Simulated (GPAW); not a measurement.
# ZnS (Wurtzite-2H) (P6_3mc) in GPAW: settings compared

One crystal, ZnS (Wurtzite-2H), is run at these levels: TB-mBJ, vdW-DF-cx, C09-vdW; tasks: single point, equation of state.

Program: GPAW 26.7.0. These are calculated values, not measurements. Logs are shortened: lines on timing, memory, paths and dates and some standing lists are left out, and cuts for length are marked. The log counts tension as positive stress, the text compression.

**Experimental background.**

From a printed reference work, monograph, for a bulk crystal of ZnS at 4 K: band gap 3.911 eV (direct).

The runs below are set against these values where they give the same quantity.

### Step 1. The structure

Symmetry: P6_3mc, No. 186, hexagonal system. The conventional cell has a = 3.811 Å, b = 3.811 Å, c = 6.234 Å, α = 90.00°, β = 90.00°, γ = 120.00°. Zn (site symmetry 3m) has 4 S at 2.31 to 2.40 Å as nearest neighbours. S (site symmetry 3m) is surrounded by 4 Zn at 2.31 to 2.40 Å.

### Step 2. Single point, TB-mBJ

Input file run.py:

```python
from ase.dft.bandgap import bandgap
from ase.io import write
from ase.spacegroup import crystal
from gpaw import GPAW, PW

# Zn 2b
# S 2b
atoms = crystal(['Zn', 'S'],
                basis=[[0.6666666667, 0.3333333333, 0.5],
                       [0.6666666667, 0.3333333333, 0.885]],
                spacegroup=186, setting=1,  # P6_3mc
                cellpar=[3.811, 3.811, 6.234, 90.0, 90.0, 120.0],
                primitive_cell=True)

calc = GPAW(mode=PW(600),
            xc='TB09',
            kpts={'size': (6, 6, 3), 'gamma': True},
            occupations={'name': 'fermi-dirac', 'width': 0.05},
            nbands=31,
            convergence={'density': 1e-05, 'energy': 1e-05},
            eigensolver='cg',
            maxiter=150,
            txt='gpaw.txt')
atoms.calc = calc
energy = atoms.get_potential_energy()
calc.write('gs.gpw')
write('result.traj', atoms)
print('Fermi level:', round(calc.get_fermi_level(), 4), 'eV')
print(f'Gap: {bandgap(calc)[0]:.4f} eV, direct: {bandgap(calc, direct=True)[0]:.4f} eV')
```

Potentials or basis: GPAW PAW data sets for LDA (gpaw-data 1.2.1), pw.

Run with:

```console
> OMP_NUM_THREADS=1 python run.py
```

gpaw.txt:

```text
___ ___ ___ _ _ _
 |   |   |_  | | | |
 | | | | | . | | | |
 |__ |  _|___|_____|  26.7.0
 |___|_|

Input parameters:
  convergence: {density: 1e-05,
                energy: 1e-05}
  eigensolver: cg
  kpts: {gamma: True,
         size: (6, 6, 3)}
  maxiter: 150
  mode: {ecut: 600.0,
         name: pw}
  nbands: 31
  occupations: {name: fermi-dirac,
                width: 0.05}
  xc: TB09

System changes: positions, numbers, cell, pbc, initial_charges, initial_magmoms

Initialize ...

species:
  Zn:
    name:    Zinc
    Z:       30.0
    valence: 12
    core:    18
    charge:  0.0  # [|e|]
    compensation charges:
      type: gauss
      rc: 0.37  # [Å]
      lmax: 2
    cutoffs:
      filter: 2.14  # [Å]
      core: 2.28  # [Å]
    projectors
    | kind |    occ | energy [eV] | rcut [Å] |
    |------|--------|-------------|----------|
    |   4s |  2.000 |      -6.218 |    1.286 |
    |   4p |  0.000 |      -1.230 |    1.270 |
    |   3d | 10.000 |     -10.426 |    1.180 |
    |    s |        |      20.994 |    1.286 |
    |    p |        |      25.981 |    1.270 |
    |    d |        |      16.786 |    1.180 |

    Using partial waves for Zn as LCAO basis

  S:
    name:    Sulfur
    Z:       16.0
    valence: 6
    core:    10
    charge:  0.0  # [|e|]
    compensation charges:
      type: gauss
      rc: 0.24  # [Å]
      lmax: 2
    cutoffs:
      filter: 1.77  # [Å]
      core: 1.66  # [Å]
    projectors
    | kind |    occ | energy [eV] | rcut [Å] |
    |------|--------|-------------|----------|
    |   3s |  2.000 |     -17.278 |    0.974 |
    |   3p |  4.000 |      -7.106 |    0.979 |
    |    s |        |       9.933 |    0.974 |
    |    p |        |      20.105 |    0.979 |
    |    d |        |       0.000 |    0.900 |

    Using partial waves for S as LCAO basis

Reference energy: -119224.971294  # eV

Spin-paired calculation

Convergence criteria:
 Maximum [total energy] change in last 3 cyles: 1e-05 eV / valence electron
 Maximum integral of absolute [dens]ity change: 1e-05 electrons / valence electron
 Maximum integral of absolute [eigenst]ate change: 4e-08 eV^2 / valence electron
 Maximum number of scf [iter]ations: 150
 (Square brackets indicate name in SCF output, whereas a 'c' in
 the SCF output indicates the quantity has converged.)

Symmetries present (total): 6

  ( 1  1  0)  ( 1  0  0)  ( 0  1  0)  ( 0 -1  0)  (-1  0  0)  (-1 -1  0)
  ( 0 -1  0)  ( 0  1  0)  (-1 -1  0)  (-1  0  0)  ( 1  1  0)  ( 1  0  0)
  ( 0  0  1)  ( 0  0  1)  ( 0  0  1)  ( 0  0  1)  ( 0  0  1)  ( 0  0  1)

108 k-points: 6 x 6 x 3 Monkhorst-Pack grid + [1/12,1/12,0.000000]
17 k-points in the irreducible part of the Brillouin zone
       k-points in crystal coordinates                weights
   0:     0.00000000    0.00000000    0.00000000          1/108
   1:     0.00000000    0.00000000    0.33333333          2/108
   2:     0.16666667    0.00000000   -0.33333333          6/108
   3:     0.16666667    0.00000000    0.00000000          6/108
   4:     0.16666667    0.00000000    0.33333333          6/108
   5:     0.33333333   -0.16666667    0.00000000          6/108
   6:     0.33333333   -0.16666667    0.33333333         12/108
   7:     0.33333333    0.00000000   -0.33333333          6/108
   8:     0.33333333    0.00000000    0.00000000          6/108
   9:     0.33333333    0.00000000    0.33333333          6/108
          ...
  16:     0.50000000    0.50000000    0.33333333          6/108

Wave functions: Plane wave expansion
  Cutoff energy: 600.000 eV
  Number of coefficients (min, max): 2604, 2641
  Pulay-stress correction: 0.000000 eV/Ang^3 (de/decut=0.000000)
  Using FFTW library
  ScaLapack parameters: grid=1x1, blocksize=None
  Wavefunction extrapolation:
    Improved wavefunction reuse through dual PAW basis

Occupation numbers: Fermi-Dirac:
  width: 0.0500  # eV

Eigensolver
   CG(niter=4, rtol=3.0e-01)

Densities:
  Coarse grid: 24*24*36 grid
  Fine grid: 48*48*72 grid
  Total Charge: 0.000000

Density mixing:
  Method: separate
  Backend: msr1
  Linear mixing parameter: 0.05
  old densities: 10
  Width of damping distribution: 1.1
  Damping of long wavelength oscillations: 20

Hamiltonian:
  XC and Coulomb potentials evaluated on a 48*48*72 grid
  Using the TB09 Exchange-Correlation functional
  External potential:
    NoExternalPotential

XC parameters: TB09 with 2 nearest neighbor stencil

Number of atoms: 4
Number of atomic orbitals: 26
Number of bands in calculation: 31
Number of valence electrons: 36
Bands to converge: occupied

... initialized

Initializing position-dependent things.

Density initialized from atomic densities
Creating initial wave functions:
  26 bands from LCAO basis set
  5 bands from random numbers

            S

            Zn
        S

        Zn

Atomic positions and initial magnetic moments

Positions:
   0 Zn     1.905500    1.100141    3.117000    ( 0.0000,  0.0000,  0.0000)
   1 Zn    -0.000000    2.200282    0.000000    ( 0.0000,  0.0000,  0.0000)
   2 S      1.905500    1.100141    5.517090    ( 0.0000,  0.0000,  0.0000)
   3 S     -0.000000    2.200282    2.400090    ( 0.0000,  0.0000,  0.0000)

Unit cell:
           periodic     x           y           z      points  spacing
  1. axis:    yes    3.811000    0.000000    0.000000    24     0.1375
  2. axis:    yes   -1.905500    3.300423    0.000000    24     0.1375
  3. axis:    yes    0.000000    0.000000    6.234000    36     0.1732

  Lengths:   3.811000   3.811000   6.234000
  Angles:   90.000000  90.000000 120.000000

Effective grid spacing dv^(1/3) = 0.1558

iter:   1  5056.760017
iter:   2  5052.328433   +2.61  -1.36
iter:   3  5056.859000   +1.44  -1.28
iter:   4  5055.114727   +0.68  -1.19
iter:   5  5056.314839   -0.05  -1.09
iter:   6  5056.951120   -0.58  -1.15
iter:   7  5058.320118   -1.02  -1.16
iter:   8  5059.878139   -1.11  -1.22
iter:   9  5062.007355   -1.07  -1.27
iter:  10  5064.940416   -0.83  -1.35
iter:  11  5069.180338   -0.60  -1.47
[... 8 lines left out ...]
iter:  20  5074.258858   -3.30  -4.04
iter:  21  5074.325667   -3.15  -3.96
iter:  22  5074.265961   -3.27  -3.88
iter:  23  5074.311365   -3.43  -3.72
iter:  24  5074.292924   -3.74  -3.86
iter:  25  5074.297210   -4.55  -4.24
iter:  26  5074.276577   -4.46  -4.39
iter:  27  5074.294295   -4.48  -4.31
iter:  28  5074.291491   -5.26  -4.73
iter:  29  5074.291081   -5.88  -4.77
iter:  30  5074.292285   -6.35  -5.37c
iter:  31  5074.293536   -6.81  -5.29c
iter:  32  5074.293565   -7.31  -6.10c
iter:  33  5074.294003   -7.89c -6.02c
iter:  34  5074.293982   -8.23c -6.33c
iter:  35  5074.294081c  -8.61c -6.24c

Converged after 35 iterations.

Dipole moment: (-0.000000, 0.000000, 3.962014) |e|*Ang

Energy contributions relative to reference atoms: (reference = -119224.971294)

Kinetic:        +92.669678
Potential:      -76.691427
External:        +0.000000
XC:            +5059.670781
Entropy (-ST):   -0.000000
Local:           -1.354952
SIC:             +0.000000
--------------------------
Free energy:   +5074.294081
Extrapolated:  +5074.294081

Showing only first 2 kpts
 Kpt  Band  Eigenvalues  Occupancy
  0    16      4.09846    2.00000
  0    17      4.09848    2.00000
  0    18      7.91038    0.00000
  0    19      8.39565    0.00000

  1    16      3.89628    2.00000
  1    17      3.89630    2.00000
  1    18      8.69007    0.00000
  1    19      8.88678    0.00000

Fermi level: 5.14479

Gap: 3.812 eV
Transition (v -> c):
  (s=0, k=0, n=17, [0.00, 0.00, 0.00]) -> (s=0, k=0, n=18, [0.00, 0.00, 0.00])
No difference between direct/indirect transitions
Writing to gs.gpw (mode='')
```

Run time: 2.3 min. Hardware: 1 thread of Arm Neoverse V1, shared host; peak memory 0.3 GiB.

What came out:

| Item | Value |
| --- | --- |
| Band gap on the k mesh | 3.81 eV, direct |

Caveat: a model potential gives levels but no total energy; the PAW data sets were made with another functional, which shifts forces and pressure a little.

### Step 3. Equation of state, vdW-DF-cx

Input file run.py:

```python
from ase.eos import EquationOfState
from ase.io import Trajectory, read
from ase.units import GPa
from gpaw import GPAW, PW

atoms = read('POSCAR')

traj = Trajectory('eos.traj', 'w')
volumes, energies = [], []
for x in [0.94, 0.96, 0.98, 1.0, 1.02, 1.04, 1.06]:
    a = atoms.copy()
    a.set_cell(atoms.cell * x**(1 / 3), scale_atoms=True)
    calc = GPAW(mode=PW(600),
                xc={'name': 'vdW-DF-cx', 'backend': 'libvdwxc'},
                kpts={'size': (6, 6, 3), 'gamma': True},
                occupations={'name': 'fermi-dirac', 'width': 0.05},
                nbands=31,
                convergence={'density': 1e-05, 'energy': 1e-05},
                maxiter=150,
                txt=f'eos-{x:.2f}.txt')
    a.calc = calc
    energies.append(a.get_potential_energy(force_consistent=True))
    volumes.append(a.get_volume())
    calc.write(f'eos-{x:.2f}.gpw')
    traj.write(a)
    print(f'{x:.2f} {volumes[-1]:10.4f} A^3 {energies[-1]:14.6f} eV', flush=True)

v0, e0, B = EquationOfState(volumes, energies, eos='birchmurnaghan').fit()
print(f'V0 = {v0:.4f} A^3, E0 = {e0:.6f} eV, B0 = {B / GPa:.2f} GPa')
```

Input file POSCAR:

```
ZnS
1.0
    3.8110000000      0.0000000000      0.0000000000
   -1.9055000000      3.3004228138      0.0000000000
    0.0000000000      0.0000000000      6.2340000000
Zn S
2 2
Direct
    0.6666666667      0.3333333333      0.5000000000
    0.3333333333      0.6666666667      0.0000000000
    0.6666666667      0.3333333333      0.8850000000
    0.3333333333      0.6666666667      0.3850000000
```

Potentials or basis: GPAW PAW data sets (gpaw-data 1.2.1), pw.

Run with:

```console
> OMP_NUM_THREADS=1 python run.py
```

Log:

```text
__  _  _
 | _ |_)|_||  |
 |__||  | ||/\| - 26.7.0

Input parameters:
  mode=PW(ecut=600.0),
  convergence={'density': 1e-05, 'energy': 1e-05},
  kpts=MonkhorstPack(size=(6, 6, 3), gamma=True),
  maxiter=150,
  nbands=31,
  occupations=Occupations(name='fermi-dirac', width=0.05),
  xc=XC(name='vdW-DF-cx', backend='libvdwxc')

Diagonalizing LCAO Hamiltonian
Converting LCAO to pw mode

           S

           Zn
        S

        Zn

Atoms  # Å, Bohr magnetons
|   | symbol |         x |        y |        z |    initial magnetic moments |
|---|--------|-----------|----------|----------|-----------------------------|
| 0 |     Zn |  1.866601 | 1.077683 | 3.053370 | ( 0.0000,  0.0000,  0.0000) |
| 1 |     Zn | -0.000000 | 2.155366 | 0.000000 | ( 0.0000,  0.0000,  0.0000) |
| 2 |      S |  1.866601 | 1.077683 | 5.404465 | ( 0.0000,  0.0000,  0.0000) |
| 3 |      S | -0.000000 | 2.155366 | 2.351095 | ( 0.0000,  0.0000,  0.0000) |

Unit cell  # Å
| periodic |         x |        y |        z |  lengths |     angles |
|----------|-----------|----------|----------|----------|------------|
|      yes |  3.733203 | 0.000000 | 0.000000 | 3.733203 |  90.000000 |
|      yes | -1.866601 | 3.233048 | 0.000000 | 3.733203 |  90.000000 |
|      yes |  0.000000 | 0.000000 | 6.106740 | 6.106740 | 120.000000 |

Number of symmetries: 6
Symmetry operations  # r_c * U_cc + t_c -> r_c
|   | kind |            matrix            |
|---|------|------------------------------|
| 0 |  σ   |  1, 1, 0,  0,-1, 0,  0, 0, 1 |
| 1 |  E   |  1, 0, 0,  0, 1, 0,  0, 0, 1 |
| 2 |  C3  |  0, 1, 0, -1,-1, 0,  0, 0, 1 |
| 3 |  σ   |  0,-1, 0, -1, 0, 0,  0, 0, 1 |
| 4 |  σ   | -1, 0, 0,  1, 1, 0,  0, 0, 1 |
| 5 |  C3  | -1,-1, 0,  1, 0, 0,  0, 0, 1 |

BZ-sampling:
  Number of BZ points: 108
  Number of IBZ points: 17

  Monkhorst-Pack size: [6, 6, 3]
  Monkhorst-Pack shift: [0.08333333333333333, 0.08333333333333333, 0.0]

K-points  # in reciprocal-cell coordinates
|     |                                coordinates |     weight |
|-----|--------------------------------------------|------------|
|   0 | (  0.00000000,   0.00000000,   0.00000000) | 0.00925926 |
|   1 | (  0.00000000,   0.00000000,   0.33333333) | 0.01851852 |
|   2 | (  0.16666667,   0.00000000,  -0.33333333) | 0.05555556 |
|   3 | (  0.16666667,   0.00000000,   0.00000000) | 0.05555556 |
|   4 | (  0.16666667,   0.00000000,   0.33333333) | 0.05555556 |
|   5 | (  0.33333333,  -0.16666667,   0.00000000) | 0.05555556 |
|   6 | (  0.33333333,  -0.16666667,   0.33333333) | 0.11111111 |
|   7 | (  0.33333333,   0.00000000,  -0.33333333) | 0.05555556 |
|   8 | (  0.33333333,   0.00000000,   0.00000000) | 0.05555556 |
|   9 | (  0.33333333,   0.00000000,   0.33333333) | 0.05555556 |
| ... |                                            |            |
|  16 | (  0.50000000,   0.50000000,   0.33333333) | 0.05555556 |

Plane wave coefficients: 2491
Cutoff: 600.0 eV

Spin-components: 1 (collinear spins)
Bands:           31
Projectors:      22
Spin-degeneracy: 2
Datatype:        complex128

Parallelization:
  kpt:    1
  domain: 1
  band:   1

Density:
  Valence electrons: 36.0
  Components: 1
  Grid points: [24 24 35]
  Charge: 0.0  # |e|

Potential:
  Grid points: [24 24 35]

species:
  Zn:
    name:    Zinc
    Z:       30.0
    valence: 12
    core:    18
    charge:  0.0  # [|e|]
    compensation charges:
      type: gauss
      rc: 0.37  # [Å]
      lmax: 2
    cutoffs:
      filter: 2.14  # [Å]
      core: 2.28  # [Å]
    projectors
    | kind |    occ | energy [eV] | rcut [Å] |
    |------|--------|-------------|----------|
    |   4s |  2.000 |      -5.977 |    1.286 |
    |   4p |  0.000 |      -1.117 |    1.270 |
    |   3d | 10.000 |     -10.142 |    1.180 |
    |    s |        |      21.234 |    1.286 |
    |    p |        |      26.095 |    1.270 |
    |    d |        |      17.070 |    1.180 |

    Using partial waves for Zn as LCAO basis

  S:
    name:    Sulfur
    Z:       16.0
    valence: 6
    core:    10
    charge:  0.0  # [|e|]
    compensation charges:
      type: gauss
      rc: 0.24  # [Å]
      lmax: 2
    cutoffs:
      filter: 1.77  # [Å]
      core: 1.66  # [Å]
    projectors
    | kind |    occ | energy [eV] | rcut [Å] |
    |------|--------|-------------|----------|
    |   3s |  2.000 |     -17.254 |    0.974 |
    |   3p |  4.000 |      -7.008 |    0.979 |
    |    s |        |       9.957 |    0.974 |
    |    p |        |      20.203 |    0.979 |
    |    d |        |       0.000 |    0.900 |

    Using partial waves for S as LCAO basis

Reference energy: -119437.893101  # eV

eigensolver:
  PPCG
  Converge bands: occupied
  niter=2

density mixing:
  MSR1-Mixer
  Pratt-step length: 0.05
  Maximum mixing coefficient: 0.75
  Old densities: 10
  SVD Regularization: 0.005
  Good broyden scale: 1.0
  Trust region scale: 1.0
  Backstep threshold: 4.0
  History deletion threshold: 6.0
  Fourier metric: weight=20.0, sigma=0.015

occupation numbers:
  Fermi-Dirac:
    width: 0.0500  # eV

poisson solver:
  ecut: 4800.0  # eV

xc functional:
  name: vdW-DF-cx with libvdwxc
  Mode: serial
  Semilocal: GGA_X_LV_RPW86+LDA_C_PW with 2 nearest neighbor stencil
  Local blocksize: 48 x 48 x 70
  PAW datasets: PBE

convergence criteria:
- Maximum integral of absolute [dens]ity change: 1e-05 electrons / valence electron
- Maximum [total energy] change in last 3 cyles: 1e-05 eV / valence electron
- Maximum integral of absolute [eigenst]ate change: 4e-08 eV^2 / valence electron
maximum number of iterations: 150

SCF iterations
|iter     | |      energy | eigst |  dens |
|---------|-|-------------|-------|-------|
|iter:   1| |   48.466888 | +0.07 |       |
|iter:   2| |   48.608657 | -1.55 | -1.20 |
|iter:   3| |   49.111786 | -1.34 | -1.25 |
|iter:   4| |   49.108797 | -2.52 | -1.83 |
|iter:   5| |   49.105941 | -3.62 | -2.28 |
|iter:   6| |   49.106057 | -4.12 | -2.95 |
|iter:   7| |   49.106015c| -5.29 | -3.58 |
|iter:   8| |   49.106003c| -6.15 | -3.91 |
|iter:   9| |   49.106003c| -7.06 | -4.36 |
|iter:  10| |   49.106003c| -8.35c| -5.08c|

Converged in 10 steps
Energy contributions relative to reference atoms: (reference = -119437.893101)

Energy contributions:
  Kinetic:          33.763295
  Coulomb:         -27.945282
  Zero:             -0.065531
  External:          0.000000
  Xc:               43.353522
  Entropy:          -0.000000
  Spinorbit:         0.000000
  ----------------------------
  Free energy:      49.106003
  Extrapolated:     49.106003

dipole moment: (-0.000000, 0.000001, -7.118071)  # |e|*Ang

Fermi level: 5.470
Eigenvalues  # (at kpt = [0.000, 0.000, 0.000])
| band index |      eig [eV] | occ [0-2] |
|------------|---------------|-----------|
|          0 |        -9.120 |     2.000 |
|        ... |               |           |
|         10 |        -1.647 |     2.000 |
|         11 |        -1.496 |     2.000 |
|         12 |        -1.096 |     2.000 |
|         13 |         3.522 |     2.000 |
|         14 |         3.522 |     2.000 |
|         15 |         4.447 |     2.000 |
[... 8 lines left out ...]
|         24 |        12.055 |     0.000 |
|         25 |        13.983 |     0.000 |
|        ... |               |           |
|         30 |        16.676 |     0.000 |

Gap: 2.533 eV
Transition (v -> c):
  (s=0, k=0, n=17, [0.00, 0.00, 0.00]) -> (s=0, k=0, n=18, [0.00, 0.00, 0.00])
No difference between direct/indirect transitions
# Writing to eos-0.94.gpw (mode='')
```

eos-0.96.txt:

```text
SCF iterations
|iter     | |      energy | eigst |  dens |
|---------|-|-------------|-------|-------|
|iter:   1| |   48.412172 | +0.07 |       |
|iter:   2| |   48.553873 | -1.57 | -1.20 |
|iter:   3| |   49.055296 | -1.32 | -1.25 |
|iter:   4| |   49.052647 | -2.52 | -1.83 |
|iter:   5| |   49.049896 | -3.61 | -2.28 |
|iter:   6| |   49.050036 | -4.09 | -2.94 |
[... 31 lines left out ...]
|         13 |         3.306 |     2.000 |
|         14 |         3.306 |     2.000 |
|         15 |         4.207 |     2.000 |
[... 8 lines left out ...]
|         24 |        11.805 |     0.000 |
|         25 |        13.632 |     0.000 |
|        ... |               |           |
|         30 |        16.407 |     0.000 |

Gap: 2.437 eV
Transition (v -> c):
  (s=0, k=0, n=17, [0.00, 0.00, 0.00]) -> (s=0, k=0, n=18, [0.00, 0.00, 0.00])
No difference between direct/indirect transitions
# Writing to eos-0.96.gpw (mode='')
```

Wall time 3.9 min (1 thread of Arm Neoverse V1, shared host); peak memory 0.42 GiB.

What came out:

```
Equilibrium volume                        : 19.93 Å³/atom
Bulk modulus at fixed shape and positions : 72 GPa
Pressure derivative of the bulk modulus   : 4.7 (rough: it moves with the points fitted)
```

Energy against volume, from the lowest point:
| volume (Å³/atom) | energy (meV/atom) |
| --- | --- |
| 18.427 | 29.38 |
| 18.819 | 15.38 |
| 19.211 | 6.15 |
| 19.603 | 1.20 |
| 19.995 | 0.00 |
| 20.387 | 2.18 |
| 20.779 | 7.46 |

Caveat: the cell was scaled at fixed shape and fractional positions, which overstates the stiffness of a crystal with free parameters, most of all of layers and chains; the PAW data sets were made with another functional, which shifts forces and pressure a little.

(Part 1 of 2 ends here.)
